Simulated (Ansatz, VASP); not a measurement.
## Lu: VASP beside Ansatz

```
Lu
1.0
     3.17915    0.00000    0.00000
     0.00000    3.17915    0.00000
     0.00000    0.00000    3.17915
Lu
1
Direct
  0.00000 0.00000 0.00000
```

Alike in both runs: task single point; functional RPBE; k mesh 11 × 11 × 11; occupations fermi-dirac, width 0.1 eV; no spin polarisation.

|  | VASP | Ansatz |
| --- | --- | --- |
| version | VASP 6.6.1 | Ansatz 0.2.0 |
| potentials or method | VASP PAW PBE potentials, release 64 (Lu) | plane waves (420 eV) with PAW, scalar-relativistic |
| plane-wave cutoff (eV) | 520 | 420 |
| valence electrons in the cell | 25 | 25 |

Ansatz gave:

```
pressure (GPa) : 2.4
```

Task: Which values does VASP return?

Result: Pressure (GPa): 2.5.

The functional is the same, so the differences come from potentials, cutoffs and numerics.

Caveats: the PAW data sets were made with another functional, which shifts forces and pressure a little (VASP). The runs have no spin-orbit coupling, so splittings on Lu are missing.
